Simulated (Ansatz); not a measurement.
# Clamped-ion strain scan in Si

Level of theory: Ansatz 0.2.0, DFT r2SCAN, scalar-relativistic, plane waves, PAW. Cutoff 500 eV, Γ-centred 12×12×12 k-points, Gaussian smearing of 0.15 eV. No spin polarisation. Energies are free energies at this smearing, counted from the undisturbed cell; pressure is positive in compression.

The starting cell (relaxed at this level; this form isn't the usual structure):

```
Si
1.0
     4.71552    2.72251    1.88873
    -4.71552    2.72251    1.88873
     0.00000   -5.44502    1.88873
Si
8
Direct
  0.01615 0.71412 0.51758
  0.98385 0.28588 0.48242
  0.71242 0.71242 0.71242
  0.28588 0.48242 0.98385
  0.48242 0.98385 0.28588
  0.71412 0.51758 0.01615
  0.28758 0.28758 0.28758
  0.51758 0.01615 0.71412
```

The cell is strained by ε times the Voigt pattern (1, -1, 0, 0, 0, 0) (xx, yy, zz, yz, xz, xy; engineering shear) with fractional coordinates fixed. The cell is metallic on the mesh throughout.

| ε | ΔE (meV/atom) |
| --- | --- |
| -0.1500 | 502.6 |
| -0.0750 | 129.1 |
| 0.0000 | 0.0 |
| 0.0375 | 30.7 |
| 0.1125 | 252.0 |

(1) Predict the stress summed along the pattern (GPa, tension positive) at each point.

Results:

(1)
```
      ε  stress summed along the pattern (GPa, tension positive)
-0.1500                                                   -51.91
-0.0750                                                   -29.88
 0.0000                                                     0.00
 0.0375                                                    14.17
 0.1125                                                    34.11
```